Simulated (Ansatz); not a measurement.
Two isomers of C4H6: A = `C1[C@H]2C[C@@H]12`, B = `C=C1CC1`.

Isolated molecules relaxed with PBE0-D4/def2-TZVP in Ansatz; ΔE leaves out vibrations. CBS: MP2 limit from def2 TZ/QZ plus the TZ coupled-cluster correction, frozen cores. DFT in def2-TZVPP.

A:

```xyz
10

C     0.517    0.920    0.500
C    -0.674    0.388   -0.217
C    -0.490   -1.056    0.100
C     0.646   -0.244   -0.419
H     0.918    1.868    0.154
H     0.604    0.758    1.576
H    -1.326    0.865   -0.931
H    -0.482   -1.372    1.143
H    -0.937   -1.771   -0.584
H     1.225   -0.356   -1.321
```

B:

Z-matrix (Å, degrees):
```
C
C 1 1.458
C 1 1.528 2 58.4
H 1 1.085 2 118.7 3 106.6
H 1 1.085 2 118.7 3 -106.6
C 2 1.314 1 148.4 3 180.0
H 3 1.085 1 117.7 2 108.3
H 3 1.085 1 117.7 2 -108.3
H 6 1.085 2 121.2 1 0.0
H 6 1.085 2 121.2 1 -180.0
```

Which is lower in electronic energy at CCSD(T)/CBS, and by how much? (Best estimate.)

Ansatz gave: B, by 28.9 kJ/mol.

Give E(B) − E(A) in kJ/mol with CCSD/def2-TZVPP, PBE-D4, BLYP-D4, ωB97M-V, B2PLYP, CCSD(T)/def2-SVP, LDA (SPW92). (Estimate.)

Computed: CCSD/def2-TZVPP -30.5, PBE-D4 -28.6, BLYP-D4 -53.3, ωB97M-V -27.3, B2PLYP -36.5, CCSD(T)/def2-SVP -28.3, LDA (SPW92) -14.5. None reverses the order clearly.

Does the order hold for the free energy at 298.15 K (harmonic terms from PBE0-D4)? (An estimate is asked.)

Computed: Yes: G(B) − G(A) = -34.3 kJ/mol.

Largest T1 diagnostic: 0.010.

From BLYP to BHLYP (50 % exact exchange), in def2-TZVPP and without D4, E(B) − E(A) moves by +13.9 kJ/mol. Leaving LDA and LC-ωPBE aside and taking each functional with its dispersion term where it has one, the values, not all of them listed here, spread over 38.4 kJ/mol, from BLYP-D4 to PBE-QIDH. LDA lies +14.0 kJ/mol from PBE without D4.
